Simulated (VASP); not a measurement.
# ZnO (zincite) (P6_3mc) in VASP: notebook

Runs on ZnO (zincite). Level: LDA. Tasks: relaxation of cell and atoms, relaxation of shape and atoms at fixed volume.

Everything below comes from runs of VASP 6.6.1. Logs are shortened: lines on timing, memory, paths and dates and some standing lists are left out, and cuts for length are marked.

### 1 Starting point

Symmetry: P6_3mc, No. 186, hexagonal system. The conventional cell has a = 3.194 Å, b = 3.194 Å, c = 5.164 Å, α = 90.00°, β = 90.00°, γ = 120.00°. Around Zn (site symmetry 3m) lie 4 O at 1.95 Å. Around O (site symmetry 3m) lie 4 Zn at 1.95 Å.

### 2 Relaxation of cell and atoms, LDA

INCAR

```
SYSTEM = ZnO
ALGO = Normal
EDIFF = 1E-7
EDIFFG = -0.005
ENCUT = 600
GGA = CA
IBRION = 2
ISIF = 3
ISMEAR = 0
LASPH = .True.
LCHARG = .False.
LREAL = .False.
LWAVE = .False.
NELM = 80
NSW = 90
PREC = Accurate
SIGMA = 0.03
```

KPOINTS

```
k-points
0
Gamma
  9 9 5
  0 0 0
```

POSCAR

```
ZnO                                     
1.0
    3.1939360994      0.0000000000     -0.0000000000
   -1.5969680497      2.7660298001      0.0000000000
    0.0000000000      0.0000000000      5.1636354071
  Zn              O             
     2     2
Direct
     0.3333333332999970    0.6666666667000030    0.5003505567281682
     0.6666666667000030    0.3333333332999970    0.0003505567281684
     0.6666666667000030    0.3333333332999970    0.3786594432718326
     0.3333333332999970    0.6666666667000030    0.8786594432718328
```

Potentials or basis: VASP PAW LDA potentials, release 64 (Zn, O).

Launch:

```sh
$ cat potpaw_LDA.64/Zn/POTCAR potpaw_LDA.64/O/POTCAR > POTCAR
$ mpirun -np 1 vasp_std > vasp.out
```

OUTCAR:

```text
SYSTEM = ZnO
   EDIFF = 1E-7
   EDIFFG = -0.005
   ENCUT = 600
   GGA = CA
   IBRION = 2
   ISIF = 3
   ISMEAR = 0
   LASPH = .True.
   LREAL = .False.
   NELM = 80
   NSW = 90
   PREC = Accurate

 ion  position               nearest neighbor table
   1  0.333  0.667  0.500-   3 1.95   3 1.95   3 1.95   4 1.95
   2  0.667  0.333  0.000-   4 1.95   4 1.95   4 1.95   3 1.95
   3  0.667  0.333  0.379-   1 1.95   1 1.95   1 1.95   2 1.95
   4  0.333  0.667  0.879-   2 1.95   2 1.95   2 1.95   1 1.95

  LATTYP: Found a hexagonal cell.
 ALAT       =     3.1939360994
 C/A-ratio  =     1.6166996604

  Lattice vectors:

 A1 = (   3.1939360994,   0.0000000000,   0.0000000000)
 A2 = (  -1.5969680497,   2.7660298001,   0.0000000000)
 A3 = (   0.0000000000,   0.0000000000,   5.1636354071)

Analysis of symmetry for initial positions (statically):
=====================================================================
 Subroutine PRICEL returns:
 Original cell was already a primitive cell.

 Routine SETGRP: Setting up the symmetry group for a
 hexagonal supercell.

 Subroutine GETGRP returns: Found 12 space group operations
 (whereof  6 operations were pure point group operations)
 out of a pool of 24 trial point group operations.

The static configuration has the point symmetry C_3v.
 The point group associated with its full space group is C_6v.

Analysis of symmetry for dynamics (positions and initial velocities):
=====================================================================
 Subroutine PRICEL returns:
 Original cell was already a primitive cell.

 Routine SETGRP: Setting up the symmetry group for a
 hexagonal supercell.

 Subroutine GETGRP returns: Found 12 space group operations
 (whereof  6 operations were pure point group operations)
 out of a pool of 24 trial point group operations.

The dynamic configuration has the point symmetry C_3v.
 The point group associated with its full space group is C_6v.

 Subroutine INISYM returns: Found 12 space group operations
 (whereof  6 operations are pure point group operations),
 and found     1 'primitive' translations

----------------------------------------------------------------------------------------

                                     Primitive cell

  volume of cell :      45.6183

  direct lattice vectors                    reciprocal lattice vectors
     3.193936099  0.000000000  0.000000000     0.313093302  0.180764502  0.000000000
    -1.596968050  2.766029800  0.000000000     0.000000000  0.361529004  0.000000000
     0.000000000  0.000000000  5.163635407     0.000000000  0.000000000  0.193662008

  length of vectors
     3.193936099  3.193936099  5.163635407     0.361529004  0.361529004  0.193662008

  position of ions in fractional coordinates (direct lattice)
     0.333333333  0.666666667  0.500350557
     0.666666667  0.333333333  0.000350557
     0.666666667  0.333333333  0.378659443
     0.333333333  0.666666667  0.878659443

  ion indices of the primitive-cell ions
   primitive index   ion index
                 1           1
                 2           2
                 3           3
                 4           4

----------------------------------------------------------------------------------------

 KPOINTS: k-points

Automatic generation of k-mesh.
 Grid dimensions read from file:
 generate k-points for:    9    9    5

 Generating k-lattice:

  Cartesian coordinates                     Fractional coordinates (reciprocal lattice)
     0.034788145  0.020084945  0.000000000     0.111111111 -0.000000000  0.000000000
     0.000000000  0.040169889  0.000000000     0.000000000  0.111111111  0.000000000
     0.000000000  0.000000000  0.038732402     0.000000000  0.000000000  0.200000000

  Length of vectors
     0.040169889  0.040169889  0.038732402

  Shift w.r.t. Gamma in fractional coordinates (k-lattice)
     0.000000000  0.000000000  0.000000000

 Subroutine IBZKPT returns following result:
 ===========================================

 Found     36 irreducible k-points:

 Following reciprocal coordinates:
            Coordinates               Weight
  0.000000  0.000000  0.000000      1.000000
  0.111111  0.000000  0.000000      6.000000
  0.222222 -0.000000  0.000000      6.000000
  0.333333 -0.000000  0.000000      6.000000
  0.444444 -0.000000  0.000000      6.000000
  0.111111  0.111111  0.000000      6.000000
[... 16 lines left out ...]
  0.333333  0.222222  0.200000     24.000000
  0.333333  0.333333  0.200000      4.000000
 [... further k-points ...]
   k-points           NKPTS =     36   k-points in BZ     NKDIM =     36   number of bands    NBANDS=     22
   number of dos      NEDOS =    301   number of ions     NIONS =      4
   total plane-waves  NPLWV =  32928
   dimension x,y,z NGX =    28 NGY =   28 NGZ =   42
   dimension x,y,z NGXF=    56 NGYF=   56 NGZF=   84
   ions per type =               2   2
   NGX,Y,Z   is equivalent  to a cutoff of  14.57, 14.57, 13.52 a.u.
   NGXF,Y,Z  is equivalent  to a cutoff of  29.15, 29.15, 27.04 a.u.
 SYSTEM =  ZnO
   PREC   = accura    normal or accurate (medium, high low for compatibility)
   ISTART =      0    job   : 0-new  1-cont  2-samecut
   ICHARG =      2    charge: 1-file 2-atom 10-const
   ISPIN  =      1    spin polarized calculation?
   LNONCOLLINEAR =      F non collinear calculations
   LSORBIT =      F    spin-orbit coupling
   LASPH  =      T    aspherical Exc in radial PAW
   ENCUT  =  600.0 eV  44.10 Ry    6.64 a.u.   6.38  6.38 10.31*2*pi/ulx,y,z
   NELM   =     80;   NELMIN=  2; NELMDL= -5     # of ELM steps
   EDIFF  = 0.1E-06   stopping-criterion for ELM
   LREAL  =      F    real-space projection
   EDIFFG = -.5E-02   stopping-criterion for IOM
   NSW    =     90    number of steps for IOM
   IBRION =      2    ionic relax: 0-MD 1-quasi-New 2-CG
   NFREE  =      1    steps in history (QN), initial steepest desc. (CG)
   ISIF   =      3    stress and relaxation
   ISYM   =      2    0-nonsym 1-usesym 2-fastsym
   POTIM  = 0.5000    time-step for ionic-motion
   TEBEG  =    0.0;   TEEND  =   0.0 temperature during run
   PSTRESS=    0.0 pullay stress
   NELECT =      36.0000    total number of electrons
   NUPDOWN=      -1.0000    fix difference up-down
   EMIN   =  10.00;   EMAX   =-10.00  energy-range for DOS
   EFERMI =   0.00;   METHOD = LEGACY
   ISMEAR =     0;   SIGMA  =   0.03  broadening in eV -4-tet -1-fermi 0-gaus
   EFERMI_NEDOS =   21; number of points for ismear=-14 and -15
   IALGO  =     38    algorithm
   IMIX   =      4    mixing-type and parameters
     AMIX     =   0.40;   BMIX     =  1.00
     AMIX_MAG =   1.60;   BMIX_MAG =  1.00
  volume/ion in A,a.u.               =      11.40        76.96
  Fermi-wavevector in a.u.,A,eV,Ry     =   1.512851  2.858874 31.139895  2.288718
  Thomas-Fermi vector in A             =   2.622720
   LORBIT       =      0    0 simple, 1 ext, 2 COOP (PROOUT), +10 PAW based schemes
   GGA     = CA    functional components
   LHFCALC =     F    Hartree Fock is set to
   AEXX    =    0.0000 exact exchange contribution
   IVDW    =     0    specifies the selected vdW correction
   LEPSILON=     F    determine dielectric tensor
   LRPA    =     F    only Hartree local field effects (RPA)
 conjugate gradient relaxation of ions
 non-spin polarized calculation
 Gauss-broadening in eV      SIGMA  =   0.03
  energy-cutoff  :      600.00
  volume of cell :       45.62
 maximum number of plane-waves:      1533
 NGX is ok and might be reduce to    28
   NGX = 13   NGY = 13   NGZ = 21

 number of electron      35.9999998 magnetization

 Free energy of the ion-electron system (eV)
  ---------------------------------------------------
  ext. energy  EPLUGINS =         0.00000000
  ---------------------------------------------------
  free energy    TOTEN  =       -21.16321972 eV

  energy without entropy =      -21.16321972  energy(sigma->0) =      -21.16321972

 E-fermi :   1.4211     XC(G=0): -11.6905

 val. band max:        1.2858726214   @ k =   0.0000   0.0000   0.0000
 cond. band min:       2.0857017268   @ k =   0.0000   0.0000   0.0000
 fundamental gap:      0.7998291054
 Fermi energy:         1.4211447006

 k-point     1 :       0.0000    0.0000    0.0000
  band No.  band energies     occupation
      1     -16.8812      2.00000
      2     -16.0492      2.00000
      3      -4.7852      2.00000
      4      -4.7097      2.00000
      5      -4.7097      2.00000
      6      -4.6742      2.00000
[... 14 lines left out ...]
     21       9.4672      0.00000
     22      14.2210      0.00000

 k-point     2 :       0.1111    0.0000    0.0000
  band No.  band energies     occupation
      1     -16.8035      2.00000
      2     -16.0142      2.00000
      3      -4.8068      2.00000
      4      -4.6701      2.00000
      5      -4.6683      2.00000
      6      -4.6297      2.00000
[... 14 lines left out ...]
     21       9.4517      0.00000
     22      13.0021      0.00000

 k-point     3 :       0.2222   -0.0000    0.0000
  band No.  band energies     occupation
      1     -16.5953      2.00000
      2     -15.9301      2.00000
      3      -4.9816      2.00000
      4      -4.6271      2.00000
      5      -4.5720      2.00000
      6      -4.4868      2.00000
[... 14 lines left out ...]
     21       9.3828      0.00000
     22      11.2807      0.00000
[... 476 lines left out ...]
 k-point    23 :       0.3333    0.2222    0.2000
  band No.  band energies     occupation
      1     -15.9956      2.00000
      2     -15.8471      2.00000
      3      -4.8505      2.00000
      4      -4.6775      2.00000
      5      -4.4677      2.00000
      6      -4.2527      2.00000
[... 14 lines left out ...]
     21       9.4147      0.00000
     22      10.0344      0.00000

 k-point    24 :       0.3333    0.3333    0.2000
  band No.  band energies     occupation
      1     -15.8907      2.00000
      2     -15.8907      2.00000
      3      -4.7493      2.00000
      4      -4.5177      2.00000
      5      -4.5177      2.00000
      6      -4.1805      2.00000
[... 14 lines left out ...]
     21       9.1722      0.00000
     22       9.3573      0.00000

 [... further k-points ...]

------------------------ aborting loop because EDIFF is reached ----------------------------------------

  FORCE on cell =-STRESS in cart. coord.  units (eV):
  Direction    XX          YY          ZZ          XY          YZ          ZX
  --------------------------------------------------------------------------------------
  -------------------------------------------------------------------------------------
  Total       -0.0002509     -0.0002509      0.0185726      0.0000000     -0.0000000      0.0000000
  in kB       -0.0088109     -0.0088109      0.6522967      0.0000000     -0.0000000      0.0000000
  external PRESSURE =       0.2115583 kB  Pullay stress =       0.0000000 kB

 VOLUME and BASIS-vectors are now :
 -----------------------------------------------------------------------------
  energy-cutoff  :      600.00
  volume of cell :       45.62
      direct lattice vectors                 reciprocal lattice vectors
     3.193936099  0.000000000  0.000000000     0.313093302  0.180764502  0.000000000
    -1.596968050  2.766029800  0.000000000     0.000000000  0.361529004  0.000000000
     0.000000000  0.000000000  5.163635407     0.000000000  0.000000000  0.193662008

 POSITION                                       TOTAL-FORCE (eV/Angst)
 -----------------------------------------------------------------------------------
     -0.00000      1.84402      2.58363         0.000000      0.000000     -0.003649
      1.59697      0.92201      0.00181        -0.000000      0.000000     -0.003649
      1.59697      0.92201      1.95526         0.000000      0.000000      0.003649
     -0.00000      1.84402      4.53708        -0.000000     -0.000000      0.003649
 -----------------------------------------------------------------------------------
    total drift:                               -0.000000     -0.000000     -0.001055

  FREE ENERGIE OF THE ION-ELECTRON SYSTEM (eV)
  ---------------------------------------------------
  free  energy   TOTEN  =       -21.1632197226 eV

  energy  without entropy=      -21.1632197226  energy(sigma->0) =      -21.16321972

 reached required accuracy - stopping structural energy minimisation
```

Wall time 28 s (1 thread of Intel Xeon Platinum 8488C (Sapphire Rapids), shared host); peak memory 0.17 GiB.

Results:

| Item | Value |
| --- | --- |
| Free energy | -21.1632 eV |
| Pressure after relaxing | 0.0 GPa |
| Largest force after relaxing | 0.004 eV/Å |
| Band gap on the k mesh | 0.80 eV, direct |

Forces on the atoms (eV/Å):
```
Zn   0.000  0.000 -0.004
Zn   0.000  0.000 -0.004
O    0.000  0.000  0.004
O    0.000  0.000  0.004
```

Final structure:
```
CELL_PARAMETERS angstrom
3.19394 0.00000 0.00000
-1.59697 2.76603 0.00000
0.00000 0.00000 5.16364
ATOMIC_POSITIONS crystal
Zn 0.33333 0.66667 0.50035
Zn 0.66667 0.33333 0.00035
O 0.66667 0.33333 0.37866
O 0.33333 0.66667 0.87866
```

Levels at points of the mesh, in eV from the valence-band top:
```
           k point  band 16  band 17  band 18  band 19  band 20  band 21
(0.00, 0.00, 0.00)    -0.10     0.00     0.00     0.80     5.27     8.18
```

Caveat: the relaxation stopped at its first step, so nothing moved.

### 3 Relaxation of shape and atoms at fixed volume, LDA (a relaxed cell with its volume scaled by 0.94)

INCAR

```
SYSTEM = ZnO
ALGO = Normal
EDIFF = 1E-7
EDIFFG = -0.01
ENCUT = 600
GGA = CA
IBRION = 2
ISIF = 4
ISMEAR = 0
LASPH = .True.
LCHARG = .False.
LREAL = .False.
LWAVE = .False.
NELM = 80
NSW = 40
PREC = Accurate
SIGMA = 0.03
```

KPOINTS is that of step 2.

POSCAR

```
ZnO                                     
1.0
    3.1287354351      0.0000000000      0.0000000000
   -1.5643677175      2.7095643685      0.0000000000
    0.0000000000      0.0000000000      5.0582255153
  Zn              O             
     2     2
Direct
     0.3333333332999970    0.6666666667000030    0.5003505567281650
     0.6666666667000030    0.3333333332999970    0.0003505567281650
     0.6666666667000030    0.3333333332999970    0.3786594432718360
     0.3333333332999970    0.6666666667000030    0.8786594432718360
```

Potentials or basis: VASP PAW LDA potentials, release 64 (Zn, O).

Launch:

```sh
$ cat potpaw_LDA.64/Zn/POTCAR potpaw_LDA.64/O/POTCAR > POTCAR
$ mpirun -np 1 vasp_std > vasp.out
```

Run time: 24 s. Hardware: 1 thread of Intel Xeon Platinum 8488C (Sapphire Rapids), shared host; peak memory 0.17 GiB.

Results (log left out):

```yaml
Free_energy: -21.0636 eV
Pressure_after_relaxing: 11.5 GPa
Band_gap_on_the_k_mesh: 0.90 eV, direct
```

Final structure:
```
Zn O
1.0
     3.12874    0.00000    0.00000
    -1.56437    2.70956    0.00000
     0.00000    0.00000    5.05823
Zn O
2 2
Cartesian
  0.0000 1.8064 2.5309
  1.5644 0.9032 0.0018
  1.5644 0.9032 1.9153
  0.0000 1.8064 4.4445
```

Levels at points of the mesh, in eV from the valence-band top:
| k point | band 16 | band 17 | band 18 | band 19 | band 20 | band 21 |
| --- | --- | --- | --- | --- | --- | --- |
| (0.00, 0.00, 0.00) | -0.12 | 0.00 | 0.00 | 0.90 | 5.50 | 8.39 |

Caveat: the relaxation stopped at its first step, so nothing moved.

(Part 1 of 2 ends here.)
